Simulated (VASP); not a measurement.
A run of VASP 6.6.1 is set up as follows.

File INCAR:

```
ALGO = Normal ; EDIFF = 1E-6
EDIFFG = -0.01 ; ENCUT = 600
GGA = PE ; IBRION = 2
ISIF = 3 ; ISMEAR = 0
KPAR = 4 ; LASPH = True
LCHARG = False ; LREAL = False
LWAVE = False ; NELM = 80
NSW = 90 ; PREC = Accurate
SIGMA = 0.03
```

Contents of KPOINTS:

```
k-points
0
Gamma
  4 8 4
```

File POSCAR:

```
Sb2S3
1.0
   11.3110000000      0.0000000000      0.0000000000
    0.0000000000      3.8389000000      0.0000000000
    0.0000000000      0.0000000000     11.2230000000
Sb S
8 12
Direct
    0.4706100000      0.2500000000      0.3259500000
    0.0293900000      0.7500000000      0.8259500000
    0.9706100000      0.2500000000      0.1740500000
    0.5293900000      0.7500000000      0.6740500000
    0.3505900000      0.7500000000      0.0360200000
    0.1494100000      0.2500000000      0.5360200000
    0.8505900000      0.7500000000      0.4639800000
    0.6494100000      0.2500000000      0.9639800000
    0.2921400000      0.2500000000      0.1918100000
    0.2078600000      0.7500000000      0.6918100000
    0.7921400000      0.2500000000      0.3081900000
    0.7078600000      0.7500000000      0.8081900000
    0.5498000000      0.7500000000      0.1230000000
    0.9502000000      0.2500000000      0.6230000000
    0.0498000000      0.7500000000      0.3770000000
    0.4502000000      0.2500000000      0.8770000000
    0.3751000000      0.7500000000      0.4389000000
    0.1249000000      0.2500000000      0.9389000000
    0.8751000000      0.7500000000      0.0611000000
    0.6249000000      0.2500000000      0.5611000000
```

Potentials or basis: VASP PAW PBE potentials, release 64 (Sb, S).

Launch:

```console
$ cat potpaw_PBE.64/Sb/POTCAR potpaw_PBE.64/S/POTCAR > POTCAR
$ mpirun -np 4 vasp_std > vasp.out
```

Problem. Predict the space group after relaxing (to 0.05 Å).

Solution. Pnma (No. 62).

Problem. Estimate the relaxed volume.

Solution. 26.41 Å³/atom.

Problem. Predict the relaxed cell.

Solution. a = 12.148 Å, b = 3.869 Å, c = 11.241 Å, α = 90.00°, β = 90.00°, γ = 90.00°.

Forces on the atoms (eV/Å):
```
Sb   0.005  0.000 -0.005
Sb  -0.005  0.000 -0.005
Sb   0.005  0.000  0.005
Sb  -0.005  0.000  0.005
Sb   0.003  0.000 -0.009
Sb  -0.003  0.000 -0.009
Sb   0.003  0.000  0.009
Sb  -0.003  0.000  0.009
S   -0.005  0.000  0.005
S    0.005  0.000  0.005
S   -0.005  0.000 -0.005
S    0.005  0.000 -0.005
S   -0.002  0.000  0.000
S    0.002  0.000  0.000
S   -0.002  0.000  0.000
S    0.002  0.000  0.000
S   -0.003  0.000  0.008
S    0.003  0.000  0.008
S   -0.003  0.000 -0.008
S    0.003  0.000 -0.008
```

 PBE usually gives volumes a little too large and moduli too small.
